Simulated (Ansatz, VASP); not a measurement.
# Two plane-wave programs on WC

```
W C
1.0
     0.00000    2.19268    2.19268
     2.19268    0.00000    2.19268
     2.19268    2.19268    0.00000
W C
1 1
Direct
  0.96832 0.99690 0.04425
  0.42075 0.53621 0.53648
```

The cell comes from a database or a generator and needn't be the stable form of this composition.

Alike in both runs: task single point; functional PBEsol; k mesh 6 × 6 × 6; occupations methfessel-paxton of order 1, width 0.1 eV; no spin polarisation.

|  | VASP | Ansatz |
| --- | --- | --- |
| version | VASP 6.6.1 | Ansatz 0.2.0 |
| potentials or method | VASP PAW PBE potentials, release 64 (W_sv, C) | plane waves, PAW |
| plane-wave cutoff (eV) | 520 | 420 |
| valence electrons in the cell | 18 | 18 |

|  | VASP | Ansatz | Ansatz less VASP |
| --- | --- | --- | --- |
| rms of the force components (eV/Å) | 0.624 | 0.616 | -0.0085 |

Atom by atom the forces differ by 0.009 eV/Å (rms over components). The functional is the same, so the differences come from potentials, cutoffs and numerics.

Caveats: the k mesh is coarse (spacing up to 0.41 Å⁻¹), so the values aren't converged; the PAW data sets were made with another functional, which shifts forces and pressure a little (VASP). The runs have no spin-orbit coupling, so splittings on W are missing.
